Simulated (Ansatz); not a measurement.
# ZnO: the band gap up the ladder of functionals

The task here is to estimate one member of a computed series from the others.

Program: Ansatz 0.2.0. PAW datasets, plane waves. Spin-unpolarised throughout; all numbers are computed.

## The cell

The cell was relaxed beforehand with r2SCAN.

It is tetragonal, P4_2/mnm (No. 136); a = 5.513 Å, c = 3.249 Å in the conventional setting, 12.34 Å³ an atom. Around Zn lie 4 O at 1.94–2.01 Å; around O lie 4 Zn at 1.94–2.01 Å.

The structure in full:

Space group P4_2/mnm (No. 136). a = 5.513 Å, b = 5.513 Å, c = 3.249 Å, α = 90.00°, β = 90.00°, γ = 90.00°
```tsv
atom	site	symmetry	x	y	z
Zn	4g	m.2m	0.1818	0.1818	0.5000
O	4f	m.2m	0.8175	0.1825	0.5000
```

Set-up of the first run:

Input file input.yaml:

```yaml
crystal:
  lattice:
    - [5.5131257219, 0.0, 0.0]
    - [0.0, 5.5131257219, 0.0]
    - [0.0, 0.0, 3.2487918667]
  atoms:
    - { symbol: Zn, position: [0.1817941389, 0.1817941389, 0.5] }
    - { symbol: Zn, position: [0.8182058611, 0.8182058611, 0.5] }
    - { symbol: Zn, position: [0.6817941389, 0.3182058611, 0.0] }
    - { symbol: Zn, position: [0.3182058611, 0.6817941389, 0.0] }
    - { symbol: O, position: [0.8174782389, 0.1825217611, 0.5] }
    - { symbol: O, position: [0.1825217611, 0.8174782389, 0.5] }
    - { symbol: O, position: [0.6825217611, 0.6825217611, 0.0] }
    - { symbol: O, position: [0.3174782389, 0.3174782389, 0.0] }
kpoints:
  mp_grid: { grid: [6, 6, 8] }
  band_path:
    path:
      - [[0.0, 0.0, 0.0], [5.661603185162e-52, 0.5, 0.0], [0.5, 0.5, 0.0], [0.0, 0.0, 0.0], [0.0, 0.0, 0.5], [5.661603185162e-52, 0.5, 0.5], [0.5, 0.5, 0.5], [0.0, 0.0, 0.5]]
      - [[5.661603185162e-52, 0.5, 0.0], [5.661603185162e-52, 0.5, 0.5]]
      - [[0.5, 0.5, 0.0], [0.5, 0.5, 0.5]]
    npoints: 10
hamiltonian:
  xc: pbe
scf:
  occupations: { method: fermi_dirac, width: 0.02 }
  n_extra_bands: 6
output:
  forces: true
  stress: true
  eigenvalues: true
```

Started as:

```console
ansatz run input.yaml --threads 4 --pin off --max-ram 6451MiB --backend cpu --events-out ev --progress --plain --runs-dir out
```

Among the steps run: PBE band path; Single point with r2SCAN; HSE06 at the same geometry; Single point with PBE0.

One table of the session follows, with a row left open; its other results are not shown here.

```
 level  gap (eV)
   PBE      0.81
r2SCAN      1.21
 HSE06      2.54
  PBE0         ?
```

Estimate the missing values for PBE0.

**Answer.** gap (eV): 3.23. In the column «gap (eV)» it is the highest.

Meshes: PBE 6×6×8, r2SCAN 6×6×8, HSE06 4×4×4, PBE0 4×4×4

PBE reaches 32 % of the HSE06 value, and r2SCAN 48 %. PBE0 lies 0.69 eV above HSE06, which differs from it by screening the long-range exchange.

Limits of these values: Warnings in the runs' records: stress scf threshold loose, stress exchange threshold loose.
